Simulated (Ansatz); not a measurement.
# Sn: energy along a strain

Sn, Fd-3m, a = 6.491 Å (as given, not relaxed at this level: 3.2 GPa). Ansatz: PBE, PAW, 420 eV, Γ-centred 12×12×12 mesh on 2 atoms, Gaussian smearing 0.15 eV; no spin polarisation. Cell vectors (Å): 0.000 3.246 3.246; 3.246 0.000 3.246; 3.246 3.246 0.000. The cell is strained by x per cent times the pattern (1 -1 0 0 0 0) in the order xx yy zz yz xz xy (engineering shears), with fractional coordinates held. y is the free energy over the start, V0 = 34.189 Å³/atom. Symmetry makes y even in x.

| x (%) | y (meV/atom) |
| --- | --- |
| -4.00 | ? |
| -2.00 | 2.73 |
| 0.00 | 0.00 |
| 0.50 | 0.17 |
| 1.00 | 0.68 |
| 1.50 | 1.54 |
| 2.50 | 4.27 |
| 3.00 | 6.14 |
| 3.50 | 8.35 |

Fit y = c2 x² + c4 x⁴ to the other rows, get the stiffness along the pattern, and predict the missing energy.

Least squares on the rows shown. y = 0.6839 x² − 0.0001867 x⁴. The clamped-ion stiffness p·C·p = 2 × 6.839 eV × 160.2 / 34.189 Å³ = 64 GPa (second derivative at the start, which stands under stress). At x = -4.00 the fit asked for gives 10.89 meV/atom. The run gave 10.90 meV/atom, so the fit is 0.01 meV/atom too low, a small miss on the scale of the series.